Question

Zinc oxide serves as a see-through channel in thin-film transistors. It is clear because its band gap, roughly 3.4 eV when measured, exceeds the energy of visible photons, which ends near 3.1 eV. The table gives the gap of one crystal, with its atoms held fixed, by eight levels of theory.

Band gap of ZnO (space group P6_3mc, 4 atoms in the cell, a = 3.235 Å, c = 5.211 Å) by Ansatz 0.2.0, plane-wave PAW, without spin polarisation. All levels of theory use the same fixed structure, relaxed with r2SCAN. The k mesh is 12×12×6 for LDA, PBE and r2SCAN, and 6×6×4 for HSE06, PBE0 and DDH-PBE0.

```
level of theory  band gap (eV)  rough cost in core time (min)
            PBE          0.808                           0.40
         r2SCAN          1.238                           0.69
          HSE06          2.532                            3.8
           PBE0          3.220                            3.7
            LDA          0.740                           0.29
       DDH-PBE0          2.690                            5.9
        r2SCANh          2.143                            4.9
        r2SCAN0          3.540                            5.2
```

LDA, PBE and r2SCAN are semilocal: their exchange at a point is built from quantities at that point, such as the electron density. The other five are hybrids, which replace a fraction a of this exchange by exact exchange, worked out from the orbitals. The fraction is 0.10 in r2SCANh and 0.25 in PBE0 and r2SCAN0. HSE06 also uses 0.25, but only between electrons close to each other. DDH-PBE0 sets a = 1/ε, where ε is the electronic dielectric constant calculated with PBE.

(a) Which levels would wrongly predict a channel that absorbs visible light? Does the agreement of LDA with PBE speak for either of them, and why do they fail?

(b) Find a simple rule for how the gap depends on a, and test it on rows that did not set its constant. What weakness of the hybrids does it reveal?

(c) Explain why HSE06 and DDH-PBE0 fall short of PBE0.

Model answer

(a) Six of the eight levels get the channel wrong; only PBE0 and r2SCAN0 leave it clear. The semilocal gaps are too small by 2 eV or more, well over half of the measured gap. PBE would let absorption begin near 1500 nm, in the infrared, so that the film would absorb all visible light. With HSE06 it would still remove the blue.

LDA and PBE differ by only 0.07 eV, yet both miss the measured gap by about 2.6 eV. They agree because they share a flaw. Even their order is not secure, since the cell is the one that r2SCAN prefers. Judged by how the measured gap responds to pressure, PBE should lose roughly 0.15 eV at its own, larger volume, while LDA should gain at its smaller one.

The flaw lies in how filled and empty states are treated. In a semilocal calculation an electron in a filled orbital still repels part of itself, which places that orbital too high. Exact exchange removes this self-repulsion from filled states and has much less to offer an empty one. Replacing semilocal by exact exchange should therefore lower the valence edge, while the conduction edge rises because it loses some semilocal attraction.

The computed band edges behave in this way. From PBE to PBE0 the valence edge falls by 1.7 eV and the conduction edge rises by 0.7 eV, provided that both runs share the same zero of energy. In ZnO, theory adds a second step: the compact zinc 3d states suffer most from self-repulsion, lie too high and push the oxygen 2p valence edge upwards. The runs give no 3d energies, so the size of this step remains open.

Self-repulsion is not the whole cause. In LDA and PBE one common potential acts on filled and empty states alike, and even the exact potential of this kind is expected to give too small a gap.

(b) A hybrid mixes two kinds of exchange in the proportions 1 − a and a. If the orbitals change little on mixing, the gap must follow the same proportions:

gap(a) = (1 − a) · gap(0) + a · E

Here gap(0) is the gap of the semilocal parent and E is the value that the line reaches at a = 1. If PBE and r2SCAN differ mainly in their exchange, both should share one E. PBE and PBE0 fix it:

E = (3.220 − 0.75 × 0.808) / 0.25 ≈ 10.46 eV

With the r2SCAN gap as the new starting point, the rule predicts for r2SCAN0

0.75 × 1.238 + 0.25 × 10.46 ≈ 3.54 eV

The table has 3.540 eV, and r2SCANh is met to within 0.02 eV. Neither row helped to set E. Had exact exchange simply added the same opening to any parent, r2SCAN0 would have come out 0.11 eV too high. Because exact exchange takes the place of part of the parent's exchange, it dilutes the difference between the parents: 0.43 eV between PBE and r2SCAN shrinks to 0.32 eV between their hybrids. E itself is only the constant of this line; reading it as the gap of a calculation with pure exact exchange would stretch the line far beyond the rows. It also takes up any error from the k mesh, which is coarser for PBE0 than for PBE.

The rule exposes the weakness. Each percentage point of exact exchange moves the PBE gap by about 0.1 eV, so the answer depends directly on a number chosen beforehand. This warning can be read from the table without any measurement. Even a perfect gap from PBE0 would show only that 25 % suits this crystal, not that the method predicts gaps.

Nor does the table settle which hybrid is best. Against 3.4 eV, PBE0 is slightly low and r2SCAN0 slightly high. But the calculation keeps the atoms still, whereas zero-point vibration narrows the real gap by roughly 0.2 eV. The fair target is then near 3.6 eV. There r2SCAN0 comes closer than PBE0, which is about 0.4 eV short, but one crystal cannot rank the two methods.

(c) The right fraction depends on screening. Two distant electrons in a crystal feel each other through all the others, which weaken their interaction by the factor ε. At long range the exchange should be weakened likewise, to a fraction of about 1/ε. For ZnO, with a measured ε of roughly 3.7, this is about 0.27, and the 25 % of PBE0 happens to lie close to it.

HSE06 drops exact exchange at long range altogether, as if the crystal screened like a metal. The loss can be estimated. The long-range part of the repulsion is smooth and reaches at most 2ω/√π in atomic units, where ω, about 0.11 per bohr, sets the distance at which HSE06 cuts off. A filled state gains nearly this full energy from exchange, because the region from which exchange keeps other electrons away holds one electron's worth of charge and is small. An empty state gains much less. If its gain is neglected, and if the semilocal exchange that HSE06 keeps instead shifts both edges alike, then

gap(PBE0) − gap(HSE06) ≈ a · 2ω/√π ≈ 0.8 eV

The table gives 0.69 eV. The estimate should be too large, since that region has a finite width over which the repulsion already weakens, and since an empty state does gain a little. Part of the mismatch could also come from the k mesh: its convergence is not shown for the hybrids, and long-range exchange is the part most sensitive to it.

DDH-PBE0 has the right idea but a poor input. The fraction it used is not printed; the line through PBE and PBE0 implies about 0.20, and so an ε near 5.1. A crystal whose calculated gap is too small is too easily polarised, so PBE overrates the screening and the hybrid receives too little exact exchange. The error of PBE returns through the dielectric constant. With the measured ε the same line would reach about 3.4 eV, some 0.7 eV above the DDH-PBE0 gap.

Remarks on the reasoning

The commonest mistake in (a) is to count LDA and PBE as two witnesses. Methods that share an approximation also share its error, so their agreement is no measure of accuracy. A useful test changes the doubtful ingredient itself. Here that means varying the fraction of exact exchange, then its range, and then the semilocal parent.

In (b), a good answer separates the success of the rule from the success of the hybrids. The rule describes how the calculated gap responds to a; it does not say which a is right. To reach the target of about 3.6 eV for still atoms, PBE would need about 29 % of exact exchange and r2SCAN about 26 %. A fraction tuned for one parent should therefore not be carried over to another, and 1/ε is a guide to the fraction, not a law for the gap.

Part (c) rewards asking what screening each method assumes. PBE0 behaves as if ε were 4 in every solid, HSE06 as if it were infinite at long range, and DDH-PBE0 takes over whatever PBE supplies. From this a reader can guess the neighbouring case: a crystal with ε well above 4 should need less exact exchange than PBE0 gives it, and one with ε well below 4 should need more. The output below lists the predictions of the mixing rule, with its constant set by PBE and PBE0 alone, beside the estimates for HSE06 and DDH-PBE0.

The analysis program printed:

```
Gaps against the rough recalled 3.4 eV:
       row  gap (eV)  gap less 3.4 (eV)  absorption edge (nm)
       PBE     0.808             -2.592                  1535
    r2SCAN     1.238             -2.162                  1002
     HSE06     2.532             -0.868                 489.7
      PBE0      3.22              -0.18                 385.1
       LDA      0.74              -2.66                  1676
  DDH-PBE0      2.69              -0.71                   461
   r2SCANh     2.143             -1.257                 578.6
   r2SCAN0      3.54               0.14                 350.3
PBE gap less LDA gap (eV): 0.068
Rough gap change of PBE on release of its 6.07 GPa pressure, size only (eV): 0.1518
PBE0 gap less PBE gap (eV): 2.412
Constant E of the mixing line from PBE and PBE0 (eV): 10.46
r2SCANh gap predicted by the mixing line (eV): 2.16
r2SCANh predicted less computed (eV): 0.0168
r2SCAN0 gap predicted by the mixing line (eV): 3.542
r2SCAN0 predicted less computed (eV): 0.0025
Rival with equal opening for any parent, r2SCANh predicted less computed (eV): 0.0598
Rival with equal opening for any parent, r2SCAN0 predicted less computed (eV): 0.11
r2SCAN gap less PBE gap (eV): 0.43
r2SCAN0 gap less PBE0 gap (eV): 0.32
Gap change for one more percent of exact exchange in PBE (eV): 0.09648
Exact exchange that PBE needs for 3.4 eV (%): 26.87
Exact exchange that r2SCAN needs for 3.4 eV (%): 23.45
Exact exchange that PBE needs for 3.6 eV (%): 28.94
Exact exchange that r2SCAN needs for 3.6 eV (%): 25.62
PBE0 gap less HSE06 gap (eV): 0.688
Estimate of that difference from long-range exchange (eV): 0.8444
Exact exchange in DDH-PBE0 implied by the PBE line (%): 19.51
Dielectric constant implied by that fraction: 5.126
Gap on the PBE line with the rough recalled dielectric constant 3.7 (eV): 3.416
Fall of the valence edge from PBE to PBE0 (eV): 1.686
Rise of the conduction edge from PBE to PBE0 (eV): 0.726
Share of the valence edge in the opening (%): 69.89
Cost of PBE0 over cost of PBE: 9.25
Full mesh points of PBE over those of PBE0: 6
```
